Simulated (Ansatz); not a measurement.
# SrCl2 (Fm-3m): from the cell to its phonons, part 2 of 3

Wanted: phonon frequencies of SrCl2 (Fm-3m) and what follows from them.

Ansatz 0.2.0; DFT LDA, scalar-relativistic, plane waves, norm-conserving pseudopotentials.

So far: Set-up; Bringing the structure to rest. The relaxed cell has a = 6.798 Å (conventional setting).

## Step 3: Tight relaxation

Phonons need a cell at rest on their own settings, so the relaxation is repeated with tight tolerances on forces and stress, using the mesh and the filling of the phonon run that follows.

Input file input.yaml:

```yaml
crystal:
  lattice:
    - [0.0, 3.3988813482, 3.3988813482]
    - [3.3988813482, 0.0, 3.3988813482]
    - [3.3988813482, 3.3988813482, 0.0]
  atoms:
    - { symbol: Sr, position: [0.0, 0.0, 0.0] }
    - { symbol: Cl, position: [0.25, 0.25, 0.25] }
    - { symbol: Cl, position: [0.75, 0.75, 0.75] }
kpoints:
  mp_grid: { grid: [6, 6, 6] }
hamiltonian:
  xc: lda
  pseudopotentials: { kind: nc }
scf:
  occupations: { method: fixed }
output:
  forces: true
  stress: true
  eigenvalues: true
  write_density: true
  write_potential: true
  elf: true
  volumetric_format: npy
relax:
  adjacent_minimum: "off"
  f_tol: 0.001
  max_steps: 60
  cell: { stress_tol: 0.01 }
```

Launch:

```sh
$ ansatz run input.yaml --threads 4 --pin off --max-ram 7168MiB --backend cpu --events-out ev --progress --plain --runs-dir out
```

Numbers of over 12 decimals in the logs are rounded to 6 here.

The log of the run:

```text
[...]
Crystal: 3 atoms, lattice volume = 78.530 Å³
Basis set: ecut = 925.187132 eV, 5029 PW (Γ)
Bands: 16, of which v1, the nominal top of the filled ones, is band 12 counted from 1 (11 counted from 0)
Symmetry: 48 space group operations
[...]
k-points: 16 of 216
[...]
k-point 15: bands = [... 8 lower, 1.9170, 2.7186, 3.2685, 3.5931, 9.3047, 10.7628, 10.8093, 11.0919]
--- Relaxed structure (2 steps of the walk, 2 accepted, 1 SCFs on fresh bases) ---
[...]
cell:  # Å, volume = 78.5800 Å³
    - [0, 3.399596, 3.399596]
    - [3.399596, 0, 3.399596]
    - [3.399596, 3.399596, 0]
  atoms:
    - { symbol: Sr, position: [0, 0, 0] }
    - { symbol: Cl, position: [0.25, 0.25, 0.25] }
    - { symbol: Cl, position: [0.750000, 0.750000, 0.750000] }
[key lines of the parts left out:]
SCF converged after 4 iterations
Free energy (F): -1832.718642 eV
Fermi energy:    3.676387 eV
P = ⅓ Tr σ = -0.0035 GPa (-0.035 kbar)
```

It took 3.5 s on 4 threads of Arm Neoverse V1, shared host; peak memory 0.38 GiB; 12 s of CPU time.

Little changed from the start: no atom moved by 0.005 Å and no cell edge by 0.1 %.

This step gave:

- pressure: -0.003513 GPa
- volume per atom: 26.19 Å³

Valence density in the ac plane of a cell with a along [110], b along [-110] and c along [001] of the cube at fractional y = 0.000, with atoms of Sr and Cl within 0.2 Å of it. It is the smooth field of the valence electrons, not physical close to the nuclei.

Ten even steps from '_' (0.0 e/Å³) to '@' (2.4 e/Å³), each cell a mean:
```
++@@==..____________..++@@++%%%%::______________::%%##
@@**::____........____::**@@%%==..____......____..==%%
::..____..--++++--..____..::::..__..::==++==::..__..::
________::**++++**::______________..==**++**==..______
______..--**::::**--______________..++++..++++..______
________::**++++++::______________..==**++**==..______
________..--++++--..________________::==++==::________
__________........____________________......__________
______________________________________________________
______________________________________________________
______________________________________________________
__________..----..__________________..::--::..________
________..==****==..______________..--****++--..______
________--**----**--______________..++++::++++..______
______..--**----**--______________..++++::**++..______
..______::++****++::______..______..--******--..______
++--..__..::----::..__..--++==::____..::--::..____::==
@@@@--________________--@@@@@@**..______________..**@@
::@@++..____________..++@@..++@@::______________::@@++
```
Columns run along a (9.6 Å), rows up along c (6.8 Å), edges of the conventional cell, whose origin can differ from the input's. Atoms in or near the plane, at fractional coordinates: Sr at (0.00, 0.00), Sr at (0.50, 0.00), Cl at (0.25, 0.25), Cl at (0.75, 0.25), Cl at (0.25, 0.75), Cl at (0.75, 0.75).

Electrostatic potential energy in the ac plane of a cell with a along [110], b along [-110] and c along [001] of the cube at fractional y = 0.000, with atoms of Sr and Cl within 0.2 Å of it. With pseudopotentials it is smooth inside the atoms' cores, unlike the true potential.

Values in eV, 10 rows by 16 columns, each cell a mean:
```
 -86  -16    5    8    8    7   -6  -68  -86  -16    5    8    8    7   -6  -68
  -3    3    4  -25  -36    1    5   -2   -3    3    4  -25  -36    1    5   -2
   8    9    1  -78 -103  -10    8    8    8    9    1  -78 -103  -10    8    8
  10   10    8   -8  -14    5   10   10   10   10    8   -8  -14    5   10   10
  10   10   10    9    9   10   10   10   10   10   10    9    9   10   10   10
  10   10   10    8    8   10   10   10   10   10   10    8    8   10   10   10
  10   10    6  -25  -36    2   10   10   10   10    6  -25  -36    2   10   10
   7    8    1  -78 -103  -10    8    7    7    8    1  -78 -103  -10    8    7
 -13    1    5   -9  -14    4    3   -9  -13    1    5   -9  -14    4    3   -9
-109  -23    5    9    9    7   -9  -89 -109  -23    5    9    9    7   -9  -89
```
Columns run along a (9.6 Å; values clipped at the 3rd and 97th percentile), rows up along c (6.8 Å), edges of the conventional cell, whose origin can differ from the input's. Atoms in or near the plane, at fractional coordinates: Sr at (0.00, 0.00), Sr at (0.50, 0.00), Cl at (0.25, 0.25), Cl at (0.75, 0.25), Cl at (0.25, 0.75), Cl at (0.75, 0.75).

ELF in the ac plane of a cell with a along [110], b along [-110] and c along [001] of the cube at fractional y = 0.000, with atoms of Sr and Cl within 0.2 Å of it. It is the smooth field of the valence electrons, not physical close to the nuclei.

Ten even steps from '0' (0.00) to '9' (0.87), each cell a mean:
```
489302332138836961123211695
996137887326999831588852489
752279999722577315999995147
111599559951111038984798301
002798118972000059940498400
002799559972000158974798410
002589999851000037999997300
001367887530000024788874100
000012332100000001233221000
000000111000000000011100000
000135665310000002456542100
001479999741000026899986200
002699889962000148998998410
002798228972000158951598510
002698238961000048951698400
421489889941244127997997214
984269999514899623799983269
797224664128978951356531598
179400110049713971011101793
```
Columns run along a (9.6 Å), rows up along c (6.8 Å), edges of the conventional cell, whose origin can differ from the input's. Atoms in or near the plane, at fractional coordinates: Sr at (0.00, 0.00), Sr at (0.50, 0.00), Cl at (0.25, 0.25), Cl at (0.75, 0.25), Cl at (0.25, 0.75), Cl at (0.75, 0.75).

The forces vanish by symmetry and the pressure is -0.004 GPa, within the tolerances set. The cell now holds 26.19 Å³/atom.

## Step 4: Linear response at the zone centre

The zone centre comes first: it holds the modes that light can see, as far as symmetry allows. The response to a homogeneous field gives the Born charges and the dielectric tensor, and its change with displacement the Raman tensors.

input.yaml, the sections that differ from step 3:

```yaml
crystal:
  lattice:
    - [0.0, 3.3995957201, 3.3995957201]
    - [3.3995957201, 0.0, 3.3995957201]
    - [3.3995957201, 3.3995957201, 0.0]
  atoms:
    - { symbol: Sr, position: [0.0, 0.0, 0.0] }
    - { symbol: Cl, position: [0.25, 0.25, 0.25] }
    - { symbol: Cl, position: [0.75, 0.75, 0.75] }
output:
  eigenvalues: true
phonons:
  method: dfpt
  dielectric: true
  rigid_motions: translations
  raman: true
# kpoints, hamiltonian, scf: as in step 3
# relax: removed
```

The log of the run:

```text
[...]
Crystal: 3 atoms, lattice volume = 78.580 Å³
Basis set: ecut = 925.187132 eV, 5029 PW (Γ), exchange–correlation on 96×96×96 points (8 copies of the dense FFT grid, shifted against one another)
Bands: 16, of which v1, the nominal top of the filled ones, is band 12 counted from 1 (11 counted from 0)
Symmetry: 48 space group operations
k-points: 46 of 216 (irreducible under 4 space group operations, time reversal used)
[...]
SCF iter   1: F=—  HF=-1834.005334 eV  |F-HF|=—  |Δ(HF+E_count)|=         —  Δρ=4.43e-2  dr2=2.91e0  ethr=3.10e-3  ⟨swp⟩=6.0  Hψ=4320  notcnv=0  defer=82
[...]
SCF iter   9: F=-1832.718642 eV  HF=-1832.718642 eV  |F-HF|=6.59e-12  |Δ(HF+E_count)|=  3.21e-11  Δρ=1.26e-7  dr2=8.59e-12  ethr=1.00e-12  ⟨swp⟩=12.0  Hψ=6688  notcnv=0
SCF 1 converged in 9 iterations: F = -1832.718642 eV  dr2 = 8.59e-12
NSCF: frozen V_eff on 2 k-points
DFPT response loops at Γ: preconditioner auto → none (the input reference at scf.mixing.eps_inf says where Resta's filter doesn't serve); β = 0.50; Broyden in place of MSR1
── the response to a field inside a basis, on 6×6×6 k-points: an SCF that follows is theirs, and a resumed run solves both again ──
Bands: 13, of which v1, the nominal top of the filled ones, is band 12 counted from 1 (11 counted from 0)
k-points: 28 of 216 (irreducible under 12 space group operations)
[...]
Eigensolver: Dense (28 Hₖ)
SCF iter   1: F=—  HF=-1832.715895 eV  |F-HF|=—  |Δ(HF+E_count)|=         —  Δρ=4.51e-5  dr2=2.05e-7  ethr=1.00e-1
[...]
SCF iter   4: F=-1832.715895 eV  HF=-1832.715895 eV  |F-HF|=4.55e-12  |Δ(HF+E_count)|=  3.52e-11  Δρ=9.96e-8  dr2=8.64e-12  ethr=1.00e-12
SCF 1 converged in 4 iterations: F = -1832.715895 eV  dr2 = 8.64e-12
[...]
SCF converged after 9 iterations
Free energy (F): -1832.718642 eV
[...]
Internal energy: -1832.718642 eV  (E = F + TS)
E sigma→0 (E₀):  -1832.718642 eV
Fermi energy:    3.676386 eV
[...]
--- Band table (eV; the first three rows and the last of 46) ---
  k-point 0: bands = [... 8 lower, 1.2094, 3.3001, 3.3001, 3.3001, 8.8532, 9.4572, 9.4572, 12.4353]
  k-point 1: bands = [... 8 lower, 1.4387, 2.9332, 3.1216, 3.1216, 9.4918, 9.7147, 9.7147, 11.5324]
  k-point 2: bands = [... 8 lower, 1.8709, 2.3271, 2.7443, 2.7443, 10.0937, 10.0937, 10.3092, 11.7410]
  k-point 45: bands = [... 8 lower, 2.1700, 2.3356, 3.2044, 3.2996, 9.6163, 10.4926, 11.0037, 11.1686]
--- Phonons (Γ-DFPT): 2 representative perturbations + reference, on 46 of 216 k-points (Σ response iterations 6) ---
  k mesh reduced under 4 symmetry operations, with k and −k counted as one. Each operation leaves every solved perturbation unchanged. A smaller set is not considered because the run solves the response to a homogeneous field
  ASR residual: 1.323e-4 → 0.000e0 eV/Å²; symmetrization residual: 1.819e-6 eV/Å²
  ASR residual per site (eV/Å²): 1.32e-4 1.27e-4 1.27e-4
  Γ frequencies (cm⁻¹): 0.00 0.00 0.00 155.32 155.32 155.32 191.53 191.53 191.53
  ε∞ (high-frequency dielectric tensor):
        3.129418    -0.000000    -0.000000
        0.000000     3.129418     0.000000
       -0.000000    -0.000000     3.129418
  ε⁰ (static dielectric tensor: ions relaxed, cell fixed):
        7.232696    -0.000000    -0.000000
       -0.000000     7.232696     0.000000
       -0.000000     0.000000     7.232696
  ε⁰ − ε∞ (ionic part):
        4.103279    -0.000000    -0.000000
       -0.000000     4.103279     0.000000
       -0.000000     0.000000     4.103279
  softest optical mode at Γ: 155.32 cm⁻¹; the repairs (sum rule, projections) moved no ω² at Γ by more than (1.05 cm⁻¹)²
  Born effective charges Z* (e; rows j = field, columns β = displacement):
    site 0:
         2.48893   -0.00000   -0.00000
         0.00000    2.48893    0.00000
         0.00000   -0.00000    2.48893
    site 1:
        -1.24447    0.00000    0.00000
        -0.00000   -1.24447   -0.00000
         0.00000    0.00000   -1.24447
    site 2:
        -1.24447   -0.00000    0.00000
        -0.00000   -1.24447   -0.00000
         0.00000    0.00000   -1.24447
  Z* charge neutrality: 1.476e-5 e pre-enforcement
  k-mesh period / interband length: 28.8 Å / 1.32 Å = 21.78 at k = (0.0000, 0.0000, 0.0000), direct gap 5.553 eV — 14 or more, which is no proof of convergence
  Raman tensors (in the event stream and the table raman_tensors.tsv): an entry may err by 1.1e-3 Å², one of the second-order susceptibility by 4.3e-20 pm/V (basis, points and sum rule); their sum over the sites missed zero by 6.476e-17 Å² ahead of its enforcement
  optical modes at Γ without the LO–TO term, one row a degenerate level:
      ω (cm⁻¹)  modes    IR ((D/Å)²/amu)  static Raman (Å⁴/amu)  depolarisation
        155.32      3            10.9407                 0.0000               —
        191.53      3             0.0000                10.7552           0.750
  optical modes at Γ + LO–TO along q̂ = [1.0000, 0.0000, 0.0000]:
      ω (cm⁻¹)  modes    IR ((D/Å)²/amu)  static Raman (Å⁴/amu)  depolarisation
        155.32      2             7.2938                 0.0000               —
        191.53      3             0.0000                10.7552           0.750
        236.12      1             3.6469                 0.0000               —
  optical modes at Γ + LO–TO along q̂ = [0.0000, 1.0000, 0.0000]:
      ω (cm⁻¹)  modes    IR ((D/Å)²/amu)  static Raman (Å⁴/amu)  depolarisation
        155.32      2             7.2938                 0.0000               —
        191.53      3             0.0000                10.7552           0.750
        236.12      1             3.6469                 0.0000               —
  optical modes at Γ + LO–TO along q̂ = [0.0000, 0.0000, 1.0000]:
      ω (cm⁻¹)  modes    IR ((D/Å)²/amu)  static Raman (Å⁴/amu)  depolarisation
        155.32      2             7.2938                 0.0000               —
        191.53      3             0.0000                10.7552           0.750
        236.12      1             3.6469                 0.0000               —
```

Elapsed: 1.9 min, on 4 threads; peak memory 1.4 GiB; 7.3 min of CPU time.

Reading the cycles: dr2 is the Hartree energy of the density residual (eV), the measure of convergence; HF is the Harris–Foulkes estimate of the energy, which meets the free energy F at convergence.

This step gave:

```yaml
sum_rule_residual_before_enforcement: 1.32e-4 eV/Å²
miss_of_the_charge_sum_rule: 1.48e-5 e
point_group: m-3m
highest_optical_mode_at_the_zone_centre_no_lo_to_term: 191.5 cm⁻¹
lowest_optical_zone_centre_mode: 155.3 cm⁻¹
mean_high_frequency_dielectric_constant: 3.129
largest_born_charge_third_of_the_trace: 2.489 e
mean_static_dielectric_constant: 7.233
top_of_the_zone_centre_spectrum_with_the_field: 236.1 cm⁻¹
```

Without the LO-TO term. Patterns of degenerate modes are one choice out of their space. Modes at Γ, with each element's share of the kinetic energy:

```tsv
mode	frequency (cm⁻¹)	symmetry	Sr %	Cl %
1	0.0	acoustic	55	45
2	0.0	acoustic	55	45
3	0.0	acoustic	55	45
4	155.3	T1u	45	55
5	155.3	T1u	45	55
6	155.3	T1u	45	55
7	191.5	T2g	0	100
8	191.5	T2g	0	100
9	191.5	T2g	0	100
```

Displacements in mode 6 (155.3 cm⁻¹), the largest set to 1:
```
Sr1  0.81  0.00  0.00
Cl2 -1.00  0.00  0.00
Cl3 -1.00  0.00  0.00
```

Displacements in mode 9 (191.5 cm⁻¹), the largest set to 1:
```
Sr1  0.00  0.00  0.00
Cl2  0.22  0.06 -1.00
Cl3 -0.22 -0.06  1.00
```

Optical modes at the zone centre, without and with the macroscopic field of the longitudinal modes; each column is sorted by frequency, so a row need not hold one and the same mode. Modes with and without the field, by row:

```tsv
rank among optical modes	no field (cm⁻¹)	q along (1, 0, 0) (cm⁻¹)
1	155.3	155.3
2	155.3	155.3
3	155.3	191.5
4	191.5	191.5
5	191.5	191.5
6	191.5	236.1
```

Born charge (rows field, columns displacement) (e), principal values of the symmetric part by kind of site:

```tsv
atom	atoms with these values	low	middle	high	mean
Sr1	1	2.49	2.49	2.49	2.49
Cl2	2	-1.24	-1.24	-1.24	-1.24
```

In full for Sr1:

```
2.49 0.00 0.00
0.00 2.49 0.00
0.00 0.00 2.49
```

High-frequency dielectric tensor:

```
3.13 0.00 0.00
0.00 3.13 0.00
0.00 0.00 3.13
```

Static dielectric tensor (ions relaxed, fixed cell):

```
7.23 0.00 0.00
0.00 7.23 0.00
0.00 0.00 7.23
```

Transverse modes. Infrared lines, with heights relative to the strongest:

```tsv
position (cm⁻¹)	label	relative intensity
155	T1u	100
192	T2g	0.0
```

Activity x (w_L - w)^4 (n + 1)/w, 532 nm, 300 K; modes without the macroscopic field alone. Lines of the Raman spectrum (strongest = 100):

```tsv
position (cm⁻¹)	label	relative intensity
155	T1u	0.0
192	T2g	100
```

Before it was imposed, the acoustic sum rule was missed by 1.3e-4 eV/Å² and the charge sum rule by 1.5e-5 e. Small misses are needed for a sound result but don't prove that mesh and cutoff are converged. The lowest optical mode is real, 155 cm⁻¹.

(Part 2 of 3 ends here.)

[Logs are printed without paths, hosts, clocks, repeated set-up lines and the standing remarks that a program may print on its own settings, such as how far it seeks lower states.]

[Hosts, paths, dates, database ids (printed as entryN), source tags and the programs' standing remarks are cut or masked in the printed files.]
